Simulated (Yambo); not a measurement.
AlN: Hartree-Fock levels with LDA

AlN:

```xyz
2
Lattice="0.0000 2.1840 2.1840 2.1840 0.0000 2.1840 2.1840 2.1840 0.0000" Properties=species:S:1:pos:R:3 pbc="T T T"
Al    0.0000    0.0000    0.0000
N     1.0920    1.0920    1.0920
```

Measurements of this composition are mostly on another form, of space group No. 186.

```json
{"Program": "Yambo 5.3.0", "Task": "Hartree-Fock levels", "Functional": "LDA", "Potentials or basis": "PseudoDojo 0.4.1 SR LDA standard", "Cutoff": "1143 eV", "Density cutoff": "4572 eV", "k mesh": "6 × 6 × 6", "Occupations": "fixed", "Spin": "no spin polarisation", "k mesh of the self-consistent run": "10 × 10 × 10", "Form of the LDA": "PW92", "Random integration of the Coulomb term": "yes", "States corrected": "all k points", "Cutoff of exchange and Vxc": "84 Ry", "Bands corrected (first, last)": "[2, 6]"}
```

```json
{"Band gap on the k mesh, mean-field level": "3.26 eV, indirect (least direct gap 4.24 eV)", "Quasiparticle gap": "11.79 eV", "Least direct quasiparticle gap": "12.90 eV", "Quasiparticle gap at Γ": "12.90 eV", "Band gap of the same states before the correction": "3.26 eV"}
```

Quasiparticle terms (eV):
```
               k point  band  Kohn-Sham level     Vxc      Σx  Σc  Z  result
 (0.000, 0.000, 0.000)     2             0.00  -16.79  -20.95   -  -   -4.16
 (0.000, 0.000, 0.000)     3             0.00  -16.79  -20.95   -  -   -4.16
 (0.000, 0.000, 0.000)     4             0.00  -16.79  -20.95   -  -   -4.16
 (0.000, 0.000, 0.000)     5             4.24  -12.74   -8.24   -  -    8.74
 (0.000, 0.000, 0.000)     6            12.36  -10.15   -4.15   -  -   18.36
 (0.000, 0.000, 0.167)     2            -1.84  -15.23  -19.78   -  -   -6.39
 (0.000, 0.000, 0.167)     3            -0.13  -16.68  -20.90   -  -   -4.35
 (0.000, 0.000, 0.167)     4            -0.13  -16.68  -20.90   -  -   -4.35
 (0.000, 0.000, 0.167)     5             5.62  -13.44   -8.64   -  -   10.41
 (0.000, 0.000, 0.167)     6            11.46  -10.92   -4.86   -  -   17.53
 (0.000, 0.000, 0.333)     2            -4.57  -13.63  -19.14   -  -  -10.08
 (0.000, 0.000, 0.333)     3            -0.38  -16.51  -20.83   -  -   -4.70
 (0.000, 0.000, 0.333)     4            -0.38  -16.51  -20.83   -  -   -4.70
 (0.000, 0.000, 0.333)     5             6.95  -12.31   -7.03   -  -   12.23
 (0.000, 0.000, 0.333)     6            10.26  -12.60   -6.25   -  -   16.61
(0.000, 0.000, -0.500)     2            -5.91  -12.68  -18.57   -  -  -11.80
(0.000, 0.000, -0.500)     3            -0.49  -16.45  -20.82   -  -   -4.86
(0.000, 0.000, -0.500)     4            -0.49  -16.45  -20.82   -  -   -4.86
(0.000, 0.000, -0.500)     5             7.28  -11.28   -6.01   -  -   12.55
(0.000, 0.000, -0.500)     6             9.77  -13.40   -6.86   -  -   16.30
```

It took 33 s on 1 thread of Intel(R) Xeon(R) 6975P-C (Granite Rapids) (shared host).

A k mesh can miss the band edges.
